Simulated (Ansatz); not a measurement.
# Y2NOF MXene monolayer in a perpendicular field, part 2 of 3

Wanted: the out-of-plane response of the Y2NOF MXene monolayer. A positive field points along +c.

Ansatz 0.2.0; plane-wave DFT, PBEsol-D3(BJ), Ansatz PAW.

So far. Step 2 (Relaxing the slab): The lattice constant a goes from 3.406 to 3.480 Å.

### Step 3. Atoms held, field 0, start network

A sawtooth potential applies the field, turning back in the middle of the vacuum. With the dipole correction the typed value is the field outside the slab. The induced dipole is small, so the SCF threshold is tight.

The cell differs from the one that the last finished run ended in (c 41.364 → 22.728 Å).

Contents of input.yaml:

```yaml
crystal:
  lattice:
    - [3.4795011071, 0.0, 0.0]
    - [-1.7397505535, 3.0133363512, 0.0]
    - [0.0, 0.0, 22.7281990952]
  atoms:
    - { symbol: F, position: [0.3333333333, 0.6666666667, 0.3959838596] }
    - { symbol: "Y", position: [0.6666666667, 0.3333333333, 0.448682336] }
    - { symbol: "N", position: [0.0, 0.0, 0.4973126096] }
    - { symbol: "Y", position: [0.3333333333, 0.6666666667, 0.5721905234] }
    - { symbol: O, position: [0.6666666667, 0.3333333333, 0.6040161404] }
kpoints:
  mp_grid: { grid: [18, 18, 1] }
  band_path:
    path: [[0, 0, 0], [0.5, 0, 0], [0.33333333, 0.33333333, 0], [0, 0, 0]]
    npoints: 16
hamiltonian:
  xc: pbesol
  dispersion: d3bj
scf:
  occupations: { method: fermi_dirac, width: 0.05 }
  convergence: { dr2_threshold: 1.0e-10 }
efield:
  axis: 3
  dipole_correction: true
  ramp_position: 0.97
  ramp_width: 0.06
  amplitude: 0
output:
  dos: { projected: true, e_range: [-6, 5] }
  bader: true
  write_potential: true
  write_density: true
  volumetric_format: npy
  elf: true
```

The run is started by

```console
ansatz run input.yaml --threads 2 --pin off --max-ram 3072MiB --backend cpu --events-out ev --progress --plain --runs-dir out
```

Numbers of over 12 decimals in the logs are rounded to 6 here.

The program printed:

```text
[...]
Crystal: 5 atoms, lattice volume = 238.303 Å³
Basis set: ecut = 420 eV, 4653 PW (Γ)
Bands: 25, of which v1, the nominal top of the filled ones, is band 20 counted from 1 (19 counted from 0)
Symmetry: 6 space group operations
[...]
k-points: 37 of 324 (time reversal used)
[...]
SCF iter   1: F=—  HF=-9339.817905 eV  |F-HF|=—  |Δ(HF+E_count)|=         —  Δρ=7.71e-3  dr2=1.71e-1  ethr=1.77e-3  p=-0.032 e·Å  D=-2.46e-2 V/Å  ΔV_dip=0.56 eV  dr2_dipole=1.00e-2  V_vac-E_F(+/−)=4.37/3.81 eV  ⟨swp⟩=7.6  Hψ=4887  notcnv=0
efield: sawtooth ramp at fractional position 0.9700 (set: `efield.ramp_position`, or a place that a band, a saddle search or an elastic batch's reference lends), width 0.0600; the density the first Hamiltonian is built on has a dipole p = -0.032 e·Å; the dipole correction subtracts the counter field D = -2.46e-2 V/Å, which shifts the + side's vacuum level by +0.56 eV against the − side's; the planar-averaged density in the ramp window peaks in size at 4.1e-6 e/Å³
[...]
SCF iter   2: F=—  HF=-9339.819000 eV  |F-HF|=—  |Δ(HF+E_count)|=   1.10e-3  Δρ=5.83e-3  dr2=1.52e-1  ethr=4.28e-4  p=-0.114 e·Å  D=-8.62e-2 V/Å  ΔV_dip=1.96 eV  dr2_dipole=2.13e-2  V_vac-E_F(+/−)=5.36/3.40 eV  ⟨swp⟩=3.1  Hψ=1904  notcnv=0  defer=37
[...]
SCF iter  11: F=-9339.780586 eV  HF=-9339.780586 eV  |F-HF|=6.37e-11  |Δ(HF+E_count)|=   1.19e-9  Δρ=1.66e-7  dr2=4.44e-11  ethr=1.00e-12  p=-0.060 e·Å  D=-4.56e-2 V/Å  ΔV_dip=1.04 eV  dr2_dipole=2.62e-12  V_vac-E_F(+/−)=4.80/3.76 eV  ⟨swp⟩=9.8  Hψ=3650  notcnv=0
SCF 1 converged in 11 iterations: F = -9339.780586 eV  dr2 = 4.44e-11
[...]
NSCF: frozen V_eff on 49 k-points
efield: sawtooth ramp at fractional position 0.9700 (kept from the solve that this one continues, or follows in the run), width 0.0600; the density the first Hamiltonian is built on has a dipole p = -0.060 e·Å; the dipole correction subtracts the counter field D = -4.56e-2 V/Å, which shifts the + side's vacuum level by +1.04 eV against the − side's; the planar-averaged density in the ramp window peaks in size at 1.4e-6 e/Å³
[...]
SCF converged after 11 iterations
Free energy (F): -9339.780586 eV
[...]
Internal energy: -9339.780586 eV  (E = F + TS)
E sigma→0 (E₀):  -9339.780586 eV
Fermi energy:    0.262145 eV
Dipole field:    D = -0.045578 V/Å  (p = -0.060024 e·Å, saw-weighted, corrected)
Work function:   Φ+ = 4.8004 eV   Φ− = 3.7644 eV
Levels:          The Fermi level and band energies are counted from a zero that moves with the ramp; work functions are not
[...]
--- Band table (eV; the first three rows and the last of 37) ---
  k-point 0: bands = [... 16 lower, -3.7157, -2.1965, -1.7376, -1.7376, 2.4792, 3.3281, 3.3281, 3.8047, ... 1 higher]
  k-point 1: bands = [... 16 lower, -3.6406, -2.1810, -1.7897, -1.7470, 2.5330, 3.2800, 3.3686, 3.7828, ... 1 higher]
  k-point 2: bands = [... 16 lower, -3.5280, -2.2001, -1.8626, -1.7718, 2.6142, 3.2296, 3.4891, 3.6875, ... 1 higher]
  k-point 36: bands = [... 16 lower, -3.0572, -2.5137, -2.1524, -1.7006, 3.0971, 3.3834, 3.6255, 4.4808, ... 1 higher]
--- Bader charges: 5 sites ---
  site symbol  charge [e]  shift [e]
     0      F     -0.8225     0.0001
     1      Y      2.0059     0.0002
     2      N     -1.8488     0.0001
     3      Y      2.0176     0.0003
     4      O     -1.3521     0.0003
  estimated error of the sums over rays = 5.0e-4 e
```

The job ended after 40 s (2 threads of Arm Neoverse V1, shared host; peak memory 0.57 GiB).

The column dr2 measures how far the density is from self-consistency, as an energy; F and HF (Harris–Foulkes) agree once it is small.

This step gave:

- dipole along the normal: -0.06002 e·Å
- gap along the path: 3.852 eV
- smallest direct gap along the path: 3.944 eV
- step between the vacuum levels: 1.036 eV
- ionisation energy, upper face: 6.763 eV
- electron affinity, upper face: 2.911 eV
- ionisation energy, lower face: 5.727 eV
- gap, the smaller of path and mesh: 3.852 eV

Running mean over a fixed 2.7 Å (it still follows the layers) of the planar mean; the ramp of the sawtooth is left out. Table of electron's electrostatic potential energy less the Fermi level by z:

```tsv
z (Å)	electron's electrostatic potential energy less the Fermi level (eV)
3.0	3.76
3.5	3.76
4.0	3.76
4.5	3.76
5.0	3.76
5.5	3.76
6.0	3.76
6.5	3.74
7.0	3.61
7.5	2.69
8.0	0.851
8.5	-1.60
9.0	-4.79
9.5	-7.52
10.0	-9.16
10.5	-9.05
11.0	-8.07
11.5	-7.61
12.0	-7.81
12.5	-8.35
13.0	-7.80
13.5	-6.84
14.0	-4.73
14.5	-1.46
15.0	1.97
15.5	4.10
16.0	4.67
16.5	4.77
17.0	4.79
17.5	4.80
18.0	4.80
18.5	4.80
19.0	4.80
19.5	4.80
```

The density of states has structure finer than the step of the table below, so its rows give means over 0.25 eV, whole bins alone (the curve runs from -6 to 3.26 eV). Peaks (eV: height): -4.240: 11.0, -3.160: 10.8, -2.860: 15.3, -2.170: 21.5, -2.030: 29.1, 2.350: 6.36, 2.960: 4.28.

Table of density of states by energy, zero at the Fermi level of the run, which the smearing sets inside the gap; means over each step:

```tsv
energy (eV)	density of states (states/eV a cell)
-4.75	0
-4.50	0.345
-4.25	5.60
-4.00	2.40
-3.75	3.00
-3.50	4.21
-3.25	6.48
-3.00	4.38
-2.75	4.30
-2.50	1.08
-2.25	7.30
-2.00	9.02
-1.75	0
-1.50	0
-1.25	0
-1.00	0
-0.75	0
-0.50	0
-0.25	0
0.00	0
0.25	0
0.50	0
0.75	0
1.00	0
1.25	0
1.50	0
1.75	0
2.00	2.58
2.25	3.51
2.50	1.46
2.75	1.20
3.00	3.02
```

Projected DOS per atom over height of the atomic layer and energy from the Fermi level. Layers: F Y N Y O from below.

Values in states/eV, 22 rows by 5 columns, each cell a mean:
```
0.08 1.66 0.20 0.77 0.08
0.05 0.70 0.08 0.35 0.06
0.12 2.05 0.20 0.50 0.17
0.02 0.45 0.07 0.13 0.08
0.00 0.00 0.00 0.00 0.00
0.00 0.00 0.00 0.00 0.00
0.00 0.00 0.00 0.00 0.00
0.00 0.00 0.00 0.00 0.00
0.00 0.00 0.00 0.00 0.00
0.00 0.00 0.00 0.00 0.00
0.00 0.00 0.00 0.00 0.00
0.00 0.00 0.00 0.00 0.00
0.19 0.97 4.53 0.31 1.57
0.04 0.31 1.34 0.19 0.50
0.15 0.82 2.11 0.54 1.32
0.04 0.22 0.80 1.02 3.38
0.02 0.11 0.30 0.69 2.07
0.06 0.17 0.52 0.98 2.15
0.02 0.03 0.10 0.23 0.44
0.00 0.00 0.00 0.00 0.00
0.00 0.00 0.00 0.00 0.00
0.00 0.00 0.00 0.00 0.00
```
Columns: height of the atomic layer (Å) from 9 to 13.7 (not evenly spaced); rows upwards: energy from the Fermi level (eV) from -5.96 to 3.22.

The electronic bands at the labelled points (eV, zero at the Fermi level of the run, which the smearing sets inside the gap):

```tsv
point	band 17	band 18	band 19	band 20	band 21	band 22	band 23	band 24
Γ	-3.98	-2.46	-2.00	-2.00	2.22	3.07	3.07	3.54
halfway	-3.48	-2.80	-2.10	-2.04	2.11	3.19	3.62	3.86
M	-2.91	-2.81	-2.28	-2.05	1.89	4.02	4.52	4.72
halfway	-3.07	-2.88	-2.31	-2.00	2.20	3.66	4.03	4.34
K	-3.32	-2.78	-2.41	-1.96	2.83	3.12	3.36	4.22
halfway	-3.34	-2.82	-2.21	-1.99	2.42	2.73	3.78	4.26
Γ	-3.98	-2.46	-2.00	-2.00	2.22	3.07	3.07	3.54
```

Valence density in the ca plane at fractional y = 0.333, with atoms of Y and O within 0.2 Å of it. It is the smooth field of the valence electrons, not physical close to the nuclei.

Ten steps, logarithmic in the rise over the least value, from '0' (0.0 e/Å³) to '9' (6.9 e/Å³), each cell a mean:
```
00000000011245543222234542100000000000000000
00000000002478864211247874200000000000000000
00000000002588875211368996210000000000000000
00000000002578875211358985200000000000000000
00000000001367753211245653100000000000000000
00000000012234433322233331000000000000000000
00000000122222233333343210000000000000000000
00000000123222233333443210000000000000000000
00000000112222333322333321000000000000000000
```
Columns run along c (16.0 Å, from fractional 0.24 to 0.94 of the cell), rows up along a (3.5 Å). Atoms in or near the plane, at fractional coordinates: Y at (0.45, 0.67), O at (0.60, 0.67).

ELF in the ca plane at fractional y = 0.333, with atoms of Y and O within 0.2 Å of it. It is the smooth field of the valence electrons, not physical close to the nuclei.

Values, 5 rows by 16 columns, each cell a mean:
```
0.00 0.00 0.00 0.00 0.00 0.00 0.03 0.14 0.68 0.37 0.13 0.37 0.72 0.38 0.04 0.00
0.00 0.00 0.00 0.00 0.00 0.00 0.00 0.31 0.68 0.62 0.09 0.66 0.63 0.50 0.06 0.00
0.00 0.00 0.00 0.00 0.00 0.00 0.02 0.15 0.70 0.39 0.13 0.40 0.73 0.39 0.04 0.00
0.00 0.00 0.00 0.00 0.00 0.01 0.16 0.33 0.12 0.46 0.31 0.25 0.15 0.08 0.01 0.00
0.00 0.00 0.00 0.00 0.00 0.01 0.17 0.35 0.10 0.49 0.32 0.26 0.12 0.06 0.00 0.00
```
Columns run along c (16.0 Å, from fractional 0.07 to 0.77 of the cell), rows up along a (3.5 Å). Atoms in or near the plane, at fractional coordinates: Y at (0.45, 0.67), O at (0.60, 0.67).

Electrostatic potential energy in the ca plane at fractional y = 0.333, with atoms of Y and O within 0.2 Å of it. With pseudopotentials it is smooth inside the atoms' cores, unlike the true potential.

Ten even steps from '0' (-45 eV) to '9' (5 eV), each cell a mean:
```
99999999999999999999876446899988889999999999
99999999999999999999861001689999624899999999
99999999999999999998740000489998200599999999
99999999999999999998750000489998301799999999
99999999999999999999873113789998867999999999
99999999999999999999987667899888889999999999
99999999999999999999998889999876788999999999
99999999999999999999999899999876678999999999
99999999999999999999988888999887789999999999
```
Columns run along c (16.0 Å, from fractional 0.07 to 0.77 of the cell; values clipped at the 3rd and 97th percentile), rows up along a (3.5 Å). Atoms in or near the plane, at fractional coordinates: Y at (0.45, 0.67), O at (0.60, 0.67).

The gap is 3.85 eV, with the valence edge 6.76 eV and the conduction edge 2.91 eV under the upper vacuum level.

### Step 4. Single point, field 0.03 V/Å

Changes to input.yaml since step 3:

```diff
@@ -27,6 +27,4 @@
   ramp_width: 0.06
-  amplitude: 0
+  amplitude: 0.03
 output:
-  dos: { projected: true, e_range: [-6, 5] }
-  bader: true
   write_potential: true
@@ -34,2 +32 @@
   volumetric_format: npy
-  elf: true
```

The program printed:

```text
[...]
Crystal: 5 atoms, lattice volume = 238.303 Å³
Basis set: ecut = 420 eV, 4653 PW (Γ)
Bands: 25, of which v1, the nominal top of the filled ones, is band 20 counted from 1 (19 counted from 0)
Symmetry: 6 space group operations
[...]
k-points: 37 of 324 (time reversal used)
[...]
k-point 0: bands = [... 16 lower, -3.7024, -2.1882, -1.7340, -1.7340, 2.4545, 3.3302, 3.3302, 3.7709, ... 1 higher]
  k-point 1: bands = [... 16 lower, -3.6260, -2.1729, -1.7859, -1.7432, 2.5090, 3.2804, 3.3707, 3.7561, ... 1 higher]
  k-point 2: bands = [... 16 lower, -3.5126, -2.1932, -1.8578, -1.7679, 2.5965, 3.2219, 3.4914, 3.6781, ... 1 higher]
  k-point 36: bands = [... 16 lower, -3.0407, -2.5026, -2.1474, -1.6914, 3.1021, 3.3832, 3.6291, 4.4864, ... 1 higher]
[key lines of the parts left out:]
SCF converged after 15 iterations
Free energy (F): -9339.778917 eV
Fermi energy:    0.267100 eV
Dipole field:    D = -0.038935 V/Å  (p = -0.051275 e·Å, saw-weighted, corrected)
```

Elapsed: 27 s, on 2 threads; peak memory 0.56 GiB.

The dipole is -0.0513 e·Å, 0.00875 e·Å from its value without field, and the gap 3.846 eV.

### Step 5. Atoms held, field -0.03 V/Å

Changes to input.yaml since step 4:

```diff
@@ -27,3 +27,3 @@
   ramp_width: 0.06
-  amplitude: 0.03
+  amplitude: -0.03
 output:
```

The program printed:

```text
[...]
Crystal: 5 atoms, lattice volume = 238.303 Å³
Basis set: ecut = 420 eV, 4653 PW (Γ)
Bands: 25, of which v1, the nominal top of the filled ones, is band 20 counted from 1 (19 counted from 0)
Symmetry: 6 space group operations
[...]
k-points: 37 of 324 (time reversal used)
[...]
k-point 0: bands = [... 16 lower, -3.7291, -2.2049, -1.7414, -1.7414, 2.5027, 3.3259, 3.3259, 3.7962, ... 1 higher]
  k-point 1: bands = [... 16 lower, -3.6553, -2.1891, -1.7935, -1.7507, 2.5556, 3.2793, 3.3663, 3.8021, ... 1 higher]
  k-point 2: bands = [... 16 lower, -3.5435, -2.2070, -1.8674, -1.7757, 2.6304, 3.2364, 3.4868, 3.6949, ... 1 higher]
  k-point 36: bands = [... 16 lower, -3.0737, -2.5248, -2.1575, -1.7097, 3.0919, 3.3834, 3.6217, 4.4752, ... 1 higher]
[key lines of the parts left out:]
SCF converged after 14 iterations
Free energy (F): -9339.782518 eV
Fermi energy:    0.257153 eV
Dipole field:    D = -0.052220 V/Å  (p = -0.068771 e·Å, saw-weighted, corrected)
```

Run time: 26 s. Hardware: 2 threads; peak memory 0.56 GiB.

The dipole is -0.0688 e·Å, -0.00875 e·Å from its value without field, and the gap 3.858 eV.

### Step 6. Single point, field 0.15 V/Å

Changes to input.yaml since step 5:

```diff
@@ -25,5 +25,5 @@
   dipole_correction: true
-  ramp_position: 0.97
-  ramp_width: 0.06
-  amplitude: -0.03
+  ramp_position: 0.9506
+  ramp_width: 0.1197
+  amplitude: 0.15
 output:
```

The program printed:

```text
[...]
Crystal: 5 atoms, lattice volume = 238.303 Å³
Basis set: ecut = 420 eV, 4653 PW (Γ)
Bands: 25, of which v1, the nominal top of the filled ones, is band 20 counted from 1 (19 counted from 0)
Symmetry: 6 space group operations
[...]
k-points: 37 of 324 (time reversal used)
[...]
k-point 0: bands = [... 16 lower, -3.6893, -2.1934, -1.7584, -1.7584, 2.3019, 3.2993, 3.2993, 3.4552, ... 1 higher]
  k-point 1: bands = [... 16 lower, -3.6074, -2.1789, -1.8100, -1.7674, 2.3590, 3.2369, 3.3399, 3.4979, ... 1 higher]
  k-point 2: bands = [... 16 lower, -3.4907, -2.2047, -1.8773, -1.7916, 2.4706, 3.1416, 3.4608, 3.5584, ... 1 higher]
  k-point 36: bands = [... 16 lower, -3.0144, -2.4962, -2.1663, -1.6937, 3.0818, 3.3429, 3.6039, 4.4708, ... 1 higher]
[key lines of the parts left out:]
SCF converged after 16 iterations
Free energy (F): -9339.774862 eV
Fermi energy:    0.247906 eV
Dipole field:    D = -0.012378 V/Å  (p = -0.016302 e·Å, saw-weighted, corrected)
```

Run time: 29 s. Hardware: 2 threads; peak memory 0.56 GiB; 57 s of CPU time.

The dipole is -0.0163 e·Å, 0.0437 e·Å from its value without field, and the gap 3.821 eV.

### Step 7. Atoms held, field 0.25 V/Å

Changes to input.yaml since step 6:

```diff
@@ -27,3 +27,3 @@
   ramp_width: 0.1197
-  amplitude: 0.15
+  amplitude: 0.25
 output:
```

The program printed:

```text
[...]
Crystal: 5 atoms, lattice volume = 238.303 Å³
Basis set: ecut = 420 eV, 4653 PW (Γ)
Bands: 25, of which v1, the nominal top of the filled ones, is band 20 counted from 1 (19 counted from 0)
Symmetry: 6 space group operations
[...]
k-points: 37 of 324 (time reversal used)
[...]
k-point 0: bands = [... 16 lower, -3.6665, -2.1839, -1.7657, -1.7657, 2.1626, 3.0501, 3.2860, 3.2860, ... 1 higher]
  k-point 1: bands = [... 16 lower, -3.5796, -2.1703, -1.8169, -1.7746, 2.2210, 3.0767, 3.2523, 3.3267, ... 1 higher]
  k-point 2: bands = [... 16 lower, -3.4602, -2.2011, -1.8801, -1.7982, 2.3509, 3.0394, 3.3250, 3.4479, ... 1 higher]
  k-point 36: bands = [... 16 lower, -2.9799, -2.4768, -2.1688, -1.6820, 3.0763, 3.3214, 3.5951, 4.4719, ... 1 higher]
[key lines of the parts left out:]
SCF converged after 16 iterations
Free energy (F): -9339.774689 eV
Fermi energy:    0.244112 eV
Dipole field:    D = 0.009751 V/Å  (p = 0.012842 e·Å, saw-weighted, corrected)
```

It took 30 s on 2 threads; peak memory 0.56 GiB.

The dipole is 0.0128 e·Å, 0.0729 e·Å from its value without field, and the gap 3.798 eV.

### Step 8. Atoms held, field -0.25 V/Å

Changes to input.yaml since step 7:

```diff
@@ -27,4 +27,6 @@
   ramp_width: 0.1197
-  amplitude: 0.25
+  amplitude: -0.25
 output:
+  dos: { projected: true, e_range: [-6, 5] }
+  bader: true
   write_potential: true
@@ -32 +34,2 @@
   volumetric_format: npy
+  elf: true
```

The program printed:

```text
[...]
Crystal: 5 atoms, lattice volume = 238.303 Å³
Basis set: ecut = 420 eV, 4653 PW (Γ)
Bands: 25, of which v1, the nominal top of the filled ones, is band 20 counted from 1 (19 counted from 0)
Symmetry: 6 space group operations
[...]
k-points: 37 of 324 (time reversal used)
[...]
k-point 36: bands = [... 16 lower, -3.1622, -2.5691, -2.1607, -1.7416, 3.0837, 3.4157, 3.6252, 4.4704, ... 1 higher]
--- Bader charges: 5 sites ---
  site symbol  charge [e]  shift [e]
     0      F     -0.8180     0.0001
     1      Y      2.0111     0.0002
     2      N     -1.8503     0.0001
     3      Y      2.0160     0.0003
     4      O     -1.3588     0.0003
  estimated error of the sums over rays = 6.1e-4 e
[key lines of the parts left out:]
SCF converged after 15 iterations
Free energy (F): -9339.804707 eV
Fermi energy:    0.254763 eV
Dipole field:    D = -0.100968 V/Å  (p = -0.132970 e·Å, saw-weighted, corrected)
```

Wall time 47 s (2 threads); peak memory 0.55 GiB.

The dipole is -0.133 e·Å, -0.0729 e·Å from its value without field, and the gap 3.894 eV.

(Continued in part 3 of 3.)

[Logs are printed without paths, hosts, clocks, repeated set-up lines and the standing remarks that a program may print on its own settings, such as how far it seeks lower states.]

[Hosts, paths, dates, database ids (printed as entryN), source tags and the programs' standing remarks are cut or masked in the printed files.]

[Maps of the electrostatic potential energy from Ansatz leave out the sawtooth potential of an applied field or a dipole correction, so their vacuum need not be flat; planar profiles and work functions include it.]

[The density of states shown here was stored with 400 of the rows of the run's finer table, so its peaks can read low, often by over a quarter, or be missed, and its means over a window can be off by a tenth or more.]
